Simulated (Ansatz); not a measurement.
The system is C.

```
CELL_PARAMETERS angstrom
0.00000 1.78337 1.78337
1.78337 0.00000 1.78337
1.78337 1.78337 0.00000
ATOMIC_POSITIONS crystal
C 0.75000 0.75000 0.75000
C 0.50000 0.50000 0.50000
```

This isn't the form of C at room conditions, which is graphite.

```yaml
Program: Ansatz 0.2.0
Task: relaxation of cell and atoms
Functional: HSEsol
Potentials_or_basis: Ansatz PAW
Cutoff: "420 eV (not typed: the program's choice for these potentials)"
k_mesh: 7 × 7 × 7
Occupations: fermi-dirac, width 0.05 eV
Spin: no spin polarisation
```

At the start: volume 5.67 Å³/atom.

Q: How do energy, volume and symmetry change on relaxing?

A: It ends after 7 steps and the volume is 5.52 Å³/atom (-2.7 %); space group Fd-3m (No. 227, to 0.05 Å).

Step by step:
```csv
step,energy change (eV),largest force (eV/Å),volume (Å³)
1,0.0000,0.0000,11.34
2,-0.0115,0.0000,11.15
3,-0.0136,0.0000,11.04
4,-0.0136,0.0000,11.04
5,-0.0122,0.0000,11.04
6,-0.0123,0.0000,11.04
7,-0.0123,0.0000,11.04
```

Final structure:
```xyz
2
Lattice="0.0000 1.7671 1.7671 1.7671 0.0000 1.7671 1.7671 1.7671 0.0000" Properties=species:S:1:pos:R:3 pbc="T T T"
C     2.6507    2.6507    2.6507
C     1.7671    1.7671    1.7671
```

Caveat: the k mesh is coarse (spacing up to 0.44 Å⁻¹), so the values aren't converged, least of all with exact exchange; the plane-wave basis is chosen anew once the cell has moved, so the energies of steps on either side of that aren't comparable; the pressure holds a Pulay correction of +0.8 GPa for the finite cutoff; the PAW data sets come from PBE, with cores solved anew for the run's functional, which leaves a small shift of forces and pressure.
